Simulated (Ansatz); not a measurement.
Crystal: Zn.

```xyz
1
Lattice="-1.5690 1.5690 1.5690 1.5690 -1.5690 1.5690 1.5690 1.5690 -1.5690" Properties=species:S:1:pos:R:3 pbc="T T T"
Zn    0.0000    0.0000    0.0000
```

This isn't the form of Zn at room conditions, which is hcp.

```yaml
Program: Ansatz 0.2.0
Task: relaxation of cell and atoms
Functional: B3LYP
Potentials_or_basis: Ansatz PAW
Cutoff: "420 eV (not typed: the program's choice for these potentials)"
k_mesh: 6 × 6 × 6
Occupations: fermi-dirac, width 0.05 eV
Spin: no spin polarisation
```

At the start: volume 15.45 Å³/atom.

Problem. How do energy, volume and symmetry change on relaxing?

Solution. It ends after 5 steps and the volume is 16.38 Å³/atom (+6.0 %); space group Im-3m (No. 229, to 0.05 Å).

The path:
| step | energy change (eV) | largest force (eV/Å) | volume (Å³) |
| --- | --- | --- | --- |
| 1 | 0.0000 | 0.0000 | 15.45 |
| 2 | -0.0098 | 0.0000 | 16.12 |
| 3 | -0.0105 | 0.0000 | 16.35 |
| 4 | -0.0105 | 0.0000 | 16.38 |
| 5 | -0.0111 | 0.0000 | 16.38 |

Final structure:
```
Zn
1.0
    -1.59993    1.59993    1.59993
     1.59993   -1.59993    1.59993
     1.59993    1.59993   -1.59993
Zn
1
Direct
  0.00000 0.00000 0.00000
```

Caveat: the k mesh is coarse (spacing up to 0.47 Å⁻¹), so the values aren't converged, least of all with exact exchange; the plane-wave basis is chosen anew once the cell has moved, so the energies of steps on either side of that aren't comparable; the PAW data sets come from PBE, with cores solved anew for the run's functional, which leaves a small shift of forces and pressure.
